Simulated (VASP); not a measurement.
ZnSe (Stilleite): core levels with AM05+D4

**What was measured.**

From “Alloy Disordering Effects on the Thermal Conductivity and Energy Gap Temperature Dependence of Cd1−xZnxSe Ternary Crystals Grown by the Bridgman Method”, 2023, pmc:10253836, for a bulk crystal of ZnSe at 300 K: band gap 2.695 ± 0.003 eV (an exciton energy, a little under the gap).

ZnSe (Stilleite):

```
Se Zn
1.0
     0.00000    2.83380    2.83380
     2.83380    0.00000    2.83380
     2.83380    2.83380    0.00000
Se Zn
1 1
Direct
  0.75000 0.75000 0.75000
  0.00000 0.00000 0.00000
```

```yaml
Program: VASP 6.6.1
Task: core levels
Functional: AM05
Dispersion: D4
Potentials_or_basis: VASP PAW PBE potentials, release 64 (Se, Zn)
Cutoff: 520 eV
k_mesh: 8 × 8 × 8
Occupations: gaussian, width 0.01 eV
Spin: no spin polarisation
Further_INCAR_settings: ALGO = Fast; EDIFF = 1e-06
```

- Pressure: -1.6 GPa
- Band gap on the k mesh: 1.27 eV, direct
- Dispersion energy per atom: -0.183 eV

Levels at points of the mesh, in eV from the valence-band top:
| k point | band 7 | band 8 | band 9 | band 10 | band 11 | band 12 |
| --- | --- | --- | --- | --- | --- | --- |
| (0.00, 0.00, 0.00) | 0.00 | 0.00 | 0.00 | 1.27 | 5.77 | 5.77 |
| (0.50, 0.00, 0.00) | -5.24 | -0.87 | -0.87 | 2.52 | 6.36 | 6.36 |
| (0.50, 0.50, 0.00) | -4.77 | -2.19 | -2.19 | 2.98 | 3.44 | 10.74 |

Core levels (eV, on the scale of the bands):
```tsv
atom	levels
1 Se	1s -12495.2, 2s -1598.8, 2p -1405.1, 3s -205.5, 3p -145.0, 3d -45.2
2 Zn	1s -9519.1, 2s -1152.6, 2p -998.3, 3s -123.7, 3p -77.9
```

Run time: 14 s on 1 thread of AMD EPYC 9R45 (Zen 5), with other jobs on the host, peak memory 0.14 GiB.

A measured gap of ZnSe is 2.695 eV (an exciton energy, a little under the gap; 300 K; “Alloy Disordering Effects on the Thermal Conductivity and Energy Gap Temperature Dependence of Cd1−xZnxSe Ternary Crystals Grown by the Bridgman Method”, 2023, pmc:10253836); the calculated 1.27 eV misses it by -1.42 eV. So large a miss can be the level of theory's own, or it may mean another phase, state or a wrong row. Spin-orbit coupling on Se is left out. The value is that of AM05+D4, without temperature or zero-point motion. Semilocal functionals fall short of measured gaps as a rule.

Caveat: the PAW data sets were made with another functional, which shifts forces and pressure a little.
